**Question**

I computed an energy–volume curve for tungsten in the A15 structure with BLYP plus D3(BJ) dispersion, and three things puzzle me. Two neighbouring volumes have almost the same energy, while the two ends of the scan differ about eightfold. The pressure changes less with each equal step in volume. And the fit gives a bulk modulus of 310.8 GPa, but I can't tell what dispersion does to it. D3 is an attraction that fades as the atoms move apart, so does it make the metal softer or stiffer?

GPAW 26.7.0 plane-wave PAW calculations with BLYP-D3(BJ) for A15 tungsten (Pm-3n, 8-atom cell), without spin polarisation or spin–orbit coupling; 600 eV cutoff, 4x4x4 k mesh, Fermi–Dirac smearing of 0.05 eV. The cell is scaled at fixed shape and fractional coordinates, and energies are counted from the minimum of the fitted energy–volume curve.

```
volume (Å³/atom)  energy (meV/atom)  pressure (GPa)
           15.43              14.44           9.980
           15.76               1.32           2.870
           16.09               2.00          -3.510
           16.42              15.06          -9.220
           16.74              39.23         -14.350
           17.07              73.34         -18.930
           17.40             116.33         -23.040
```

**Answer**

Start with where the scan sits. The energy minimum is at 15.90 Å³/atom, between the rows at 15.76 and 16.09, so these two lie on opposite sides of the valley floor and have similar energies. The cell you supplied, at 16.42, is already stretched by about 3 %. Its negative pressure means that it would shrink if released. The scan therefore reaches only about 3 % below the minimum but 9 % above it, which is why the last energy is so much larger than the first.

The shrinking pressure steps have a different origin. Each step is about the bulk modulus times ΔV/V, so the growing volume trims it a little, but most of the change comes from the crystal softening as it expands. Squeezing a metal raises the kinetic energy of its electrons and the repulsion between overlapping shells, and both grow faster the closer the atoms come. Stretching it leaves mainly the bonding attraction, which varies more gently. A parabola with the stiffness of the minimum ignores this and gives 137 meV/atom at the largest volume, where the calculation gives 116.

This softening is also the key to your question about dispersion. D3 is added to the BLYP energy at each fixed geometry, so it can be subtracted again row by row, leaving the pure BLYP curve. At 16.42 Å³/atom, BLYP alone pushes outwards with 7.4 GPa, while D3 pulls inwards with 16.7 GPa. The difference is the −9.2 GPa in the table. Without D3 the minimum would lie at 16.85 Å³/atom, so the cell you supplied would be compressed instead of stretched.

A fading attraction does soften the crystal as long as the volume is held fixed. A stiff solid answers expansion with a strong rise in net inward pull, but the D3 pull weakens as the cell grows. Between the first two rows the outward BLYP pressure drops by 7.9 GPa, and the D3 pull drops by 0.8 GPa. The total pressure therefore changes by only 7.1 GPa.

The volume doesn't stay fixed, however. D3 draws the atoms together until BLYP pushes back equally hard, and there the BLYP part is much stiffer than at its own minimum. Dispersion thus acts in two opposite ways: it takes some stiffness away directly, and it gives more back by compressing the metal. The outcome depends on which effect is larger.

A short estimate settles it. Let the D3 energy follow E = −A/Vⁿ, where V is the volume per atom and A and n are constants. Its inward pull is then P = n|E|/V. This pull fades as 1/Vⁿ⁺¹, so D3 contributes −(n + 1)P to the bulk modulus. The BLYP part, compressed by the same P, gains about B′P, where B′ is the rise of its modulus per unit of pressure. With B₀ for the BLYP-only modulus at its own minimum,

B ≈ B₀ + (B′ − n − 1)P

A Birch–Murnaghan curve through the BLYP-only energies of all seven rows gives B₀ = 271 GPa and B′ = 4.31. A power law through the seven D3 energies gives n = 1.04 and, at the full minimum, P = 17.8 GPa. Compression then adds 4.31 × 17.8 = 77 GPa, and the fading pull removes 2.04 × 17.8 = 36 GPa. With unrounded values, the sum 271 + 77 − 36 comes to 311 GPa, so D3 makes this crystal stiffer by about 40 GPa.

The estimate agrees with the modulus of the full curve to about 1 GPa, but that closeness flatters it. The straight-line rule for B′ puts the compressed BLYP part at 348 GPa, whereas the fitted curve gives 345. The single power law, in turn, slightly overstates what D3 takes away, and the two errors largely cancel. Since every input comes from the same seven volumes, the agreement shows that the explanation is consistent; it is no independent prediction.

The bracket in the formula is the part worth remembering. A modest added attraction stiffens a solid when B′ exceeds n + 1, that is, when the solid hardens under pressure faster than the attraction fades on expansion. Here the comparison is 4.3 against 2.0. If the two numbers were equal, the crystal would still shrink, but its stiffness would hardly change.

The small value of n has a physical reason. If all distances grow together, a bare 1/r⁶ attraction falls as 1/V², so it would lose 21 % of its energy across this scan, and the 1/r⁸ term that D3 also contains would lose more. The calculated D3 energy loses only 12 %. In D3(BJ) the attraction is damped at short range, so that it levels off instead of rising steeply as atoms approach. For tungsten the damped region probably reaches well past the nearest atoms, 2.54 Å apart in the supplied cell, and covers several shells of neighbours, though its radius wasn't worked out here. When the pair term is this flat over the near shells, the sum mostly counts how many atoms lie within a fixed range. It therefore follows the density, 1/V, which puts n close to 1. The listed energies fit such a density law, without proving its cause: the size of the D3 energy times the volume only moves from 27.0 to 26.9 eV Å³ across the scan. D3 can also adjust its coefficients to the number of neighbours, and these runs don't separate that effect from the damping.

Be careful about what this says of real tungsten. BLYP describes metals poorly, and D3 adds up pairs of atoms without treating explicitly how mobile electrons screen their attraction. The 18 GPa pull is therefore a property of this model, not a measured force in the metal. A sensible total volume or modulus could hide opposite errors in the two parts, so it would not show that either is right. The values also belong to the A15 form, whereas ordinary tungsten is body-centred cubic. The BLYP part comes from a 4x4x4 mesh without spin–orbit coupling, so its numbers are working values; the D3 part depends on the geometry alone.

The output below lists the split of the pressure for each volume, together with both fits.

Output of the analysis:

```
fit of energy - d on 7 rows: constant 1658 +/- 0.0061, coefficient of x 1150 +/- 0.4, coefficient of x**2 33474 +/- 6.6, coefficient of x**3 5292 +/- 299; rms 0.00686, worst 16.42 0.0109, leave-one-out rms 0.0327
fit of log(abs(d)) on 7 rows: constant 7.404 +/- 2.8e-05, coefficient of log(v/16.41611) -1.039 +/- 0.00071; rms 6.33e-05, worst 15.43 9.22e-05, leave-one-out rms 0.000103
Split of the pressure and tests of simple forms:
    row  D3 energy eV/atom  D3 inward pull GPa  BLYP-only pressure GPa  pressure step GPa  parabola energy meV/atom  energy-fit pressure less listed GPa
  15.43             -1.752                18.9                   28.88                n/a                     13.69                              0.05647
  15.76             -1.714               18.11                   20.98              -7.11                     1.289                              0.04187
  16.09             -1.678               17.36                   13.85              -6.38                     2.041                              0.04222
  16.42             -1.643               16.66                   7.443              -5.71                     15.94                              0.03724
  16.74              -1.61                  16                   1.653              -5.13                     42.99                               0.0463
  17.07             -1.577               15.38                  -3.549              -4.58                     83.19                              0.03714
   17.4             -1.546               14.79                  -8.246              -4.11                     136.5                              0.03474
BLYP-only equilibrium volume in angstrom^3/atom: 16.85
change of equilibrium volume due to D3 in percent: -5.61
BLYP-only bulk modulus at its own minimum in GPa: 271
BLYP-only slope of modulus with pressure: 4.313
D3 inward pull at the full minimum in GPa: 17.77
BLYP part of modulus at the full minimum by the linear rule in GPa: 347.7
BLYP part of modulus at the full minimum from the fitted curve in GPa: 345.4
D3 part of modulus at the full minimum in GPa: -36.24
estimated full modulus (linear rule plus D3 part) in GPa: 311.4
estimate less listed full modulus in GPa: 0.5827
net rise of modulus due to D3 in GPa: 39.83
power n with which D3 energy falls with volume: 1.039
loss of D3 energy across the scan in percent: 11.74
loss expected for undamped r^-6 attraction in percent: 21.36
```
